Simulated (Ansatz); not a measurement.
# In (P6_3/mmc) in Ansatz: notebook

Runs on In. Level: PBEsol. Tasks: band structure, single point.

Everything below comes from runs of Ansatz 0.2.0. Logs are shortened: lines on timing, memory, paths and dates and some standing lists are left out, and cuts for length are marked.

**1. The crystal as given**

The structure is hexagonal, space group P6_3/mmc (No. 194). Conventional cell: a = 3.335 Å, b = 3.335 Å, c = 5.509 Å, α = 90.00°, β = 90.00°, γ = 120.00°. In (site symmetry -6m2) has 12 In at 3.34 to 3.36 Å as nearest neighbours.

This isn't the form of In at room conditions, which is tetragonal.

**2. Band structure, PBEsol**

input.yaml reads:

```yaml
crystal:
  lattice:
    - [3.335484782, 0.0, 0.0]
    - [-1.667742391, 2.8886145552, 0.0]
    - [0.0, 0.0, 5.50914292]
  atoms:
    - { symbol: In, position: [0.6666666667, 0.3333333333, 0.75] }
    - { symbol: In, position: [0.3333333333, 0.6666666667, 0.25] }
kpoints:
  mp_grid: { grid: [9, 9, 5] }
  band_path:
    path:
      - [0.0, 0.0, 0.0]
      - [0.5, 0.0, 0.0]
      - [0.3333333333, 0.3333333333, 0.0]
      - [0.0, 0.0, 0.0]
      - [0.0, 0.0, 0.5]
      - [0.5, 0.0, 0.5]
      - [0.3333333333, 0.3333333333, 0.5]
      - [0.0, 0.0, 0.5]
    npoints: 8
scf:
  occupations: { method: fermi_dirac, width: 0.05 }
hamiltonian:
  xc: pbesol
  pseudopotentials:
    kind: all_electron
    lapw: { basis_error: 0.001 }
    dirac_shells: { In: ["3p", "3d"] }
output:
  forces: true
  stress: true
  eigenvalues: true
```

Potentials or basis: all-electron LAPW, inner shells corrected to Dirac's equation.

Started as:

```bash
$ ansatz run input.yaml --threads 1 --pin off --max-ram 3072MiB --backend cpu --events-out ev --progress --plain --runs-dir out
```

Standard output:

```text
Warning: RAYON_NUM_THREADS=1 ignored (pool sized by the plan → 1); use --threads N
LAPW: plane waves up to 6.634 Å⁻¹, error target 1.0e-3 eV per atom; small_component_spin mean_spin; In in spheres of 1.668 Å, 21 of its electrons in bands, Dirac shells [2p, 3p, 3d] (how accurate: hamiltonian.pseudopotentials.lapw.basis_error, Limitations)
Engine: ansatz 0.2.0, x86_64-unknown-linux-gnu
Pseudopotentials: kind: all_electron
Pseudopotential: In, LAPW, valence charge 21, lapw/all_electron/scalar/gaussian/In, Koelling and Harmon's equation with Dirac's for 2p 3p 3d, gaussian nucleus
Functional definition: PBEsol
  exchange = pbesol_x
  correlation = pbesol_c
Crystal: 2 atoms, lattice volume = 53.080 Å³
Basis set: ecut = 167.6975602460353 eV, 263 PW (Γ), exchange–correlation at level 2
Bands: 26, of which v1, the nominal top of the filled ones, is band 21 counted from 1 (20 counted from 0)
Symmetry: 24 space group operations
Space group: P63/mmc (ITA 194), of the structure as read, at distance tolerance 3.8e-5 Å
k-points: 36 of 405
Non-local potential: In, projectors of the file, none
Initial density: superposition of atomic densities (chi_scale 0.1, normalization cell)
Initial wavefunctions: plane waves of lowest kinetic energy (no species holds an atomic orbital)
Functional: x = pbesol(κ = 0.804, μ = 0.12345679012345678), c = pbesol(β = 0.046)
iter 1 solved again at ethr=2.61e-5 eV; its pass at ethr=1.00e-1 eV (dr2=1.09e-2 eV) is discarded
SCF iter   1: F=—  HF=-320030.766384 eV  |F-HF|=—  |Δ(HF+E_count)|=         —  Δρ=5.38e-3  dr2=1.11e-2  ethr=2.61e-5  ⟨swp⟩=3.5  Hψ=6646  notcnv=0
preconditioner: auto → Kerker (q_TF=auto, 2.624 Å⁻¹)  [metal: Δε(μ)=0.104 eV  Ē_g=16.133 eV  σ=0.050 eV  W_gap=0.45  n_scr=22 (ndim 8)  ℏωp=26.0 eV  f_vac=0.000  D(μ)=1.61/eV (n_scr^D=10)]
SCF iter   2: F=—  HF=-320030.706124 eV  |F-HF|=—  |Δ(HF+E_count)|=   6.03e-2  Δρ=2.88e-3  dr2=4.00e-3  ethr=2.61e-5  ⟨swp⟩=2.1  Hψ=2875  notcnv=0
SCF iter   3: F=—  HF=-320030.701249 eV  |F-HF|=—  |Δ(HF+E_count)|=   4.87e-3  Δρ=1.92e-3  dr2=2.08e-3  ethr=9.53e-6  ⟨swp⟩=2.0  Hψ=2851  notcnv=0
SCF iter   4: F=—  HF=-320030.700429 eV  |F-HF|=—  |Δ(HF+E_count)|=   8.20e-4  Δρ=8.29e-4  dr2=5.05e-4  ethr=4.94e-6  ⟨swp⟩=2.0  Hψ=2851  notcnv=0
iter 5 solved again at ethr=9.83e-8 eV; its pass at ethr=1.20e-6 eV (dr2=4.13e-5 eV) is discarded
SCF iter   5: F=—  HF=-320030.700515 eV  |F-HF|=—  |Δ(HF+E_count)|=   8.59e-5  Δρ=2.26e-4  dr2=4.12e-5  ethr=9.83e-8  ⟨swp⟩=2.0  Hψ=4772  notcnv=0
SCF iter   6: F=—  HF=-320030.700518 eV  |F-HF|=—  |Δ(HF+E_count)|=   3.24e-6  Δρ=4.88e-5  dr2=1.19e-6  ethr=9.81e-8  ⟨swp⟩=2.0  Hψ=2851  notcnv=0
SCF iter   7: F=—  HF=-320030.700519 eV  |F-HF|=—  |Δ(HF+E_count)|=   7.50e-8  Δρ=1.27e-5  dr2=1.19e-7  ethr=2.84e-9  ⟨swp⟩=2.0  Hψ=2851  notcnv=0
SCF iter   8: F=-320030.700519 eV  HF=-320030.700519 eV  |F-HF|=1.51e-9  |Δ(HF+E_count)|=   6.75e-9  Δρ=3.36e-6  dr2=9.01e-9  ethr=2.84e-10  ⟨swp⟩=2.0  Hψ=2851  notcnv=0
SCF 1 converged in 8 iterations: F = -320030.700519 eV  dr2 = 9.01e-9
NSCF: frozen V_eff on 57 k-points
SCF converged after 8 iterations
Free energy (F): -320030.700519 eV
Harris-Foulkes:  -320030.700519 eV  (|F-HF|=1.51e-9)
Internal energy: -320030.686743 eV  (E = F + TS)
E sigma→0 (E₀):  -320030.693631 eV
Entropy (-TS):   -0.013776 eV (-6.888 meV/atom)
Fermi energy:    13.174783 eV
--- Per-component energies (eV) ---
  E_band       = -1106.043826
  E_kinetic    = 336220.310011
  E_xc         = -8562.520592
  E_electrostatic = -647688.476162  (all electrons and nuclei)
  E_smearing   = -0.013776  (= −TS)
  E_closure    = 0.000000  (closes the sum)
  E_atoms      = -320024.812582  (free atoms, spherical and without spin; not in F)
  Σ components = -320030.700519   (vs F -320030.700519, Δ=0.00e0)
  Basis errors (estimates in eV, not in F): energy 2.1e-4 per atom: plane waves 2.0e-4 (1.0e-4 summed), levels above the bands 3.2e-50, relativity 1.8e-8, radial functions 2.7e-6, core shells 4.5e-10; eigenvalues (radial functions only) 1.2e-6; not estimated: angular momenta, meshes, grids; target (lapw.basis_error) 1.0e-3; muffin-tin radii In 1.668 Å
--- Forces (eV/Å), atoms counted from 1 ---
  atom   1  In    -0.00000000     0.00000000     0.00000000
  atom   2  In     0.00000000    -0.00000000    -0.00000000
  max |Σ_I F_I| component: 0.00e0 eV/Å
--- Stress (GPa, compression-positive) ---
       -1.279087       0.000000       0.000000
       -0.000000      -1.279087       0.000000
        0.000000       0.000000      -1.552639
  P = ⅓ Tr σ = -1.3703 GPa (-13.703 kbar)
--- Band table (eV; the first three rows and the last of 36) ---
  k-point 0: bands = ["-102.1060", "-102.1056", "-60.6256", "-60.6255", "-60.6255", "-60.6244", "-60.6244", "-60.6189", "-1.4741", "-1.4173", "-1.3902", "-1.3902", "-1.3633", "-1.3633", "-1.2897", "-1.2897", "-1.1100", "-1.1100", "3.6624", "8.6748", "9.7646", "21.4947", "21.4947", "23.3044", "23.3044", "23.4014"]
  k-point 1: bands = ["-102.1060", "-102.1057", "-60.6254", "-60.6254", "-60.6249", "-60.6245", "-60.6245", "-60.6195", "-1.4658", "-1.4193", "-1.4010", "-1.4010", "-1.3730", "-1.3730", "-1.2591", "-1.2591", "-1.1200", "-1.1200", "3.8762", "7.1488", "11.7122", "20.9940", "21.6769", "21.6769", "23.2041", "23.2041"]
  k-point 2: bands = ["-102.1059", "-102.1057", "-60.6251", "-60.6251", "-60.6248", "-60.6248", "-60.6233", "-60.6212", "-1.4466", "-1.4285", "-1.4063", "-1.4063", "-1.3932", "-1.3932", "-1.2022", "-1.2022", "-1.1513", "-1.1513", "4.5252", "5.6203", "14.4962", "17.6404", "22.1753", "22.1753", "22.7986", "22.7986"]
  k-point 35: bands = ["-102.1055", "-102.1055", "-60.6294", "-60.6294", "-60.6293", "-60.6287", "-60.6213", "-60.6213", "-1.4493", "-1.4493", "-1.3912", "-1.2910", "-1.2693", "-1.2693", "-1.2452", "-1.2451", "-1.1046", "-1.1046", "10.5263", "10.5263", "12.0858", "12.0858", "12.2557", "13.3034", "19.9281", "19.9281"]
```

bands.tsv:

```text
# k_distance	band_0	band_1	band_2	band_3	band_4	band_5	band_6	band_7	band_8	band_9	band_10	band_11	band_12	band_13	band_14	band_15	band_16	band_17	band_18	band_19	band_20	band_21	band_22	band_23	band_24	band_25
[... 68 lines left out ...]
6.355907	-115.280574	-115.280574	-73.800068	-73.800068	-73.799814	-73.799814	-73.796925	-73.796925	-14.609321	-14.609321	-14.576494	-14.576494	-14.562474	-14.562474	-14.356532	-14.356532	-14.350552	-14.350552	-8.055359	-8.055359	2.942411	2.942411	8.281106	8.281106	8.788046	8.788046
6.512886	-115.280589	-115.280589	-73.799734	-73.799734	-73.799734	-73.799734	-73.796999	-73.796999	-14.611443	-14.611443	-14.576454	-14.576454	-14.576454	-14.576454	-14.349636	-14.349636	-14.349636	-14.349636	-8.157975	-8.157975	2.854836	2.854836	9.316746	9.316746	9.316746	9.316746
```

Wall time 26 s (1 thread of Intel Xeon at 2.50GHz (Skylake/Cascade Lake), shared host); peak memory 0.32 GiB.

What came out:

```yaml
Free_energy: -320030.7005 eV
Pressure: -1.4 GPa
Band_gap_along_the_path: none (metal or under the smearing width)
```

Levels at the corners of the path, in eV from the Fermi level:
```
point  band 17  band 18  band 19  band 20  band 21  band 22  band 23  band 24  band 25  band 26
    Γ   -14.28   -14.28    -9.51    -4.50    -3.41     8.32     8.32    10.13    10.13    10.23
    M   -14.26   -14.24    -4.87    -4.16     0.04     0.27     0.86     2.86     4.04     7.49
    K   -14.31   -14.30    -3.37    -3.37    -1.82     1.82     1.82     2.20     2.61     2.61
    Γ   -14.28   -14.28    -9.51    -4.50    -3.41     8.32     8.32    10.13    10.13    10.23
    A   -14.35   -14.35    -8.16    -8.16     2.85     2.85     9.32     9.32     9.32     9.32
    L   -14.25   -14.25    -3.61    -3.61    -2.68    -2.68     5.55     5.55     6.01     6.01
    H   -14.28   -14.28    -2.48    -2.48    -1.37    -1.37    -0.44    -0.44     7.29     7.29
    A   -14.35   -14.35    -8.16    -8.16     2.85     2.85     9.32     9.32     9.32     9.32
```

Caveat: spin-orbit coupling is left out, which moves the levels of the heavy elements.

**3. Single point, PBEsol, 24.46 Å³/atom (strain_xy = -0.04)**

input.yaml reads:

```yaml
crystal:
  lattice:
    - [3.2020653907, 0.0, 0.0]
    - [-1.6010326954, 2.773069973, 0.0]
    - [0.0, 0.0, 5.50914292]
  atoms:
    - { symbol: In, position: [0.6666666667, 0.3333333333, 0.75] }
    - { symbol: In, position: [0.3333333333, 0.6666666667, 0.25] }
kpoints:
  mp_grid: { grid: [9, 9, 5] }
scf:
  occupations: { method: fermi_dirac, width: 0.05 }
hamiltonian:
  xc: pbesol
  pseudopotentials: { kind: all_electron, lapw: { basis_error: 0.001 } }
output:
  forces: true
  stress: true
  eigenvalues: true
```

Potentials or basis: all-electron LAPW, scalar-relativistic.

Started as:

```bash
$ ansatz run input.yaml --threads 1 --pin off --max-ram 3072MiB --backend cpu --events-out ev --progress --plain --runs-dir out
```

It took 18 s on 1 thread of Intel Xeon at 2.50GHz (Skylake/Cascade Lake), shared host; peak memory 0.32 GiB.

Results (log left out):

```
Free energy            : -319947.0732 eV
Pressure               : 2.4 GPa
Band gap on the k mesh : none (metal or under the smearing width)
```

**4. Single point, PBEsol, 25.49 Å³/atom (strain_xy = -0.02)**

Edit input.yaml of step 3 so:

```diff
@@ -2,4 +2,4 @@
   lattice:
-    - [3.2020653907, 0.0, 0.0]
-    - [-1.6010326954, 2.773069973, 0.0]
+    - [3.2687750864, 0.0, 0.0]
+    - [-1.6343875432, 2.8308422641, 0.0]
     - [0.0, 0.0, 5.50914292]
```

Started as:

```bash
$ ansatz run input.yaml --threads 1 --pin off --max-ram 3072MiB --backend cpu --events-out ev --progress --plain --runs-dir out
```

Wall time 17 s (1 thread of Intel Xeon at 2.50GHz (Skylake/Cascade Lake), shared host); peak memory 0.31 GiB.

The run converged. Its results:

```
Free energy            : -319947.0856 eV
Pressure               : 0.4 GPa
Band gap on the k mesh : none (metal or under the smearing width)
```
